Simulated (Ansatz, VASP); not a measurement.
# One calculation of CsPbBr3, two programs

File INCAR:

```
PREC = Accurate
ENCUT = 600
EDIFF = 1E-6
ISMEAR = 0
SIGMA = 0.01
LREAL = F
LASPH = T
NELM = 100
ALGO = Normal
ISIF = 3
LWAVE = F
LCHARG = F
IBRION = 2
NSW = 80
EDIFFG = -0.005
```

KPOINTS

```
Automatic mesh
0
Gamma
  6 6 6
```

Contents of POSCAR:

```
CsPbBr3
1.0
    5.8700000000      0.0000000000      0.0000000000
    0.0000000000      5.8700000000      0.0000000000
    0.0000000000      0.0000000000      5.8700000000
Cs Pb Br
1 1 3
Direct
    0.5000000000      0.5000000000      0.5000000000
    0.0000000000      0.0000000000      0.0000000000
    0.5000000000      0.0000000000      0.0000000000
    0.0000000000      0.5000000000      0.0000000000
    0.0000000000      0.0000000000      0.5000000000
```

Input for Ansatz:

```yaml
crystal:
  lattice:
    - [5.87, 0.0, 0.0]
    - [0.0, 5.87, 0.0]
    - [0.0, 0.0, 5.87]
  atoms:
    - { symbol: Cs, position: [0.5, 0.5, 0.5] }
    - { symbol: Pb, position: [0.0, 0.0, 0.0] }
    - { symbol: Br, position: [0.5, 0.0, 0.0] }
    - { symbol: Br, position: [0.0, 0.5, 0.0] }
    - { symbol: Br, position: [0.0, 0.0, 0.5] }
scf:
  occupations: { method: fixed }
output:
  forces: true
  stress: true
  eigenvalues: true
  write_density: true
  write_potential: true
  elf: true
  volumetric_format: npy
hamiltonian:
  xc: lda
relax:
  f_tol: 0.005
  max_steps: 60
  cell: { stress_tol: 0.03 }
kpoints:
  mp_grid: { grid: [6, 6, 6] }
```

Alike in both runs: task relaxation of cell and atoms; functional LDA; k mesh 6 × 6 × 6; no spin polarisation.

|  | VASP | Ansatz |
| --- | --- | --- |
| version | VASP 6.6.1 | Ansatz 0.2.0 |
| potentials or method | VASP PAW LDA potentials, release 64 (Cs_sv, Pb_d, Br) | scalar-relativistic, plane waves, PAW |
| plane-wave cutoff (eV) | 600 | 420 |
| occupations | gaussian, width 0.01 eV | fixed |
| valence electrons in the cell | 44 | 44 |

VASP gave:

| Property | Result |
| --- | --- |
| gap on the k mesh at the Fermi level, each at its own relaxed structure (eV) | 1.15 |
| relaxed volume (Å³/atom) | 38.55 |
| relaxed cell length with the largest relative difference (Å) | 5.776 |
| energy change over the relaxation (meV/atom) | -7 |

Question: Estimate Ansatz's values.

Answer: gap on the k mesh at the Fermi level, each at its own relaxed structure (eV): 1.17; relaxed volume (Å³/atom): 38.42; relaxed cell length with the largest relative difference (Å): 5.770; energy change over the relaxation (meV/atom): -8.

Caveats: spin-orbit coupling is left out, which as a rule narrows the gap of such compounds by several tenths of an eV. LDA gaps usually lie below the measured ones, often by a third to a half. A k mesh can miss the band edges.
